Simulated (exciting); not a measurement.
A run of exciting (release sodium) is set up as follows.

Contents of input.xml:

```xml
<input>
  <title>Al</title>
  <structure speciespath="./" tshift="false">
    <crystal scale="1">
      <basevect>-0.038654744722 3.723996440885 3.862284312116</basevect>
      <basevect>3.784473081489 0.018833520784 3.804796046610</basevect>
      <basevect>3.891502577154 3.773537652146 -0.088195955983</basevect>
    </crystal>
    <species speciesfile="Al.xml" rmt="2">
      <atom coord="0.000000000000 0.000000000000 0.000000000000"/>
    </species>
  </structure>
  <groundstate do="fromscratch" ngridk="11 11 11" rgkmax="7.5" gmaxvr="14" lmaxapw="10" lmaxmat="10" lmaxvr="8" xctype="GGA_PBE_SOL" stype="Fermi Dirac" swidth="0.00183747" nempty="8" ValenceRelativity="iora*" epsengy="1e-05" epspot="1e-05" maxscl="60" tforce="true" outputlevel="normal"/>
  <properties>
    <chargedensityplot>
      <plot3d>
        <box grid="15 15 15">
          <origin coord="0 0 0"/>
          <point coord="1 0 0"/>
          <point coord="0 1 0"/>
          <point coord="0 0 1"/>
        </box>
      </plot3d>
    </chargedensityplot>
    <elfplot>
      <plot3d>
        <box grid="15 15 15">
          <origin coord="0 0 0"/>
          <point coord="1 0 0"/>
          <point coord="0 1 0"/>
          <point coord="0 0 1"/>
        </box>
      </plot3d>
    </elfplot>
    <exccplot>
      <plot3d>
        <box grid="15 15 15">
          <origin coord="0 0 0"/>
          <point coord="1 0 0"/>
          <point coord="0 1 0"/>
          <point coord="0 0 1"/>
        </box>
      </plot3d>
    </exccplot>
  </properties>
</input>
```

Potentials or basis: all-electron LAPW+lo, shipped species files, valence relativity iora*.

Run with:

```console
$ OMP_NUM_THREADS=1 exciting_smp
```

Question: Estimate the band gap on the k mesh.

Answer: None (metal or under the smearing width).
